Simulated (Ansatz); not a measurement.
**simple cubic against fcc along the alkali metals**

These are results of DFT, RPBE, plane waves (420 eV) with PAW, scalar-relativistic (Ansatz 0.2.0), not measurements. The PAW files were generated under PBE, with cores re-solved for the functional.

Each structure is relaxed within its symmetry, in the lowest magnetic state of the tried starts. Differences under about 8 meV lie within the error of the k-point mesh.

```json
{"element": "Li", "E(simple cubic) − E(fcc) (meV/atom)": "122", "V(simple cubic) (Å³/atom)": "21.32", "V(fcc) (Å³/atom)": "21.04", "state of simple cubic": "spin not included", "state of fcc": "spin not included"}
{"element": "Na", "E(simple cubic) − E(fcc) (meV/atom)": "117", "V(simple cubic) (Å³/atom)": "42.47", "V(fcc) (Å³/atom)": "39.51", "state of simple cubic": "spin not included", "state of fcc": "spin not included"}
{"element": "K", "E(simple cubic) − E(fcc) (meV/atom)": "102", "V(simple cubic) (Å³/atom)": "86.47", "V(fcc) (Å³/atom)": "81.11", "state of simple cubic": "spin not included", "state of fcc": "spin not included"}
{"element": "Rb", "E(simple cubic) − E(fcc) (meV/atom)": "94", "V(simple cubic) (Å³/atom)": "109.26", "V(fcc) (Å³/atom)": "101.06", "state of simple cubic": "spin not included", "state of fcc": "spin not included"}
{"element": "Cs", "E(simple cubic) − E(fcc) (meV/atom)": "89", "V(simple cubic) (Å³/atom)": "142.97", "V(fcc) (Å³/atom)": "131.02", "state of simple cubic": "spin not included", "state of fcc": "spin not included"}
```
